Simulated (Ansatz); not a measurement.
BaTiO3: reading a single point

```
Ba Ti O
1.0
    -3.95502    0.00000    0.00000
     0.00000   -2.81746    2.82744
     0.00000    2.81746    2.82744
Ba Ti O
1 1 3
Direct
  0.00000 0.00000 0.00000
  0.50000 0.51700 0.51700
  0.00000 0.48900 0.48900
  0.50000 0.99233 0.50453
  0.50000 0.50453 0.99233
```

The numbers come from plane-wave PAW DFT (Ansatz): r2SCAN, no spin polarisation, 500 eV, 7×7×7 Γ-centred k points, fermi-dirac occupations (width 0.1 eV). Nothing was relaxed.

Charges: Bader charges in e: Ba +1.57, Ti +2.31, O -1.29. In the mean Ti gives up most and O takes most.
Electronic structure: The gap is 2.37 eV, indirect (the least direct gap found is 2.57 eV). A semilocal functional usually gives too small a gap.
Contacts: Ti–O at 1.90 Å: least valence density 0.82 e/Å³ and ELF 0.22 there. Ba–O at 2.77 Å: least valence density 0.19 e/Å³ and ELF 0.09 there, a closed-shell (ionic or weak) contact. These are pseudo-fields; inside the PAW spheres they differ from the all-electron ones.
Stress: The pressure is 3.3 GPa (compression positive), so with the atoms held at these fractions the cell would first expand.
Formation energy: -3.40 eV an atom against the elements' usual phases (free molecules for gases, crystals otherwise, with no correction for O₂ or N₂), so it is bound against them; other compounds may still compete. Relaxing would lower it.

Origin: a database entry at a rescaled volume.
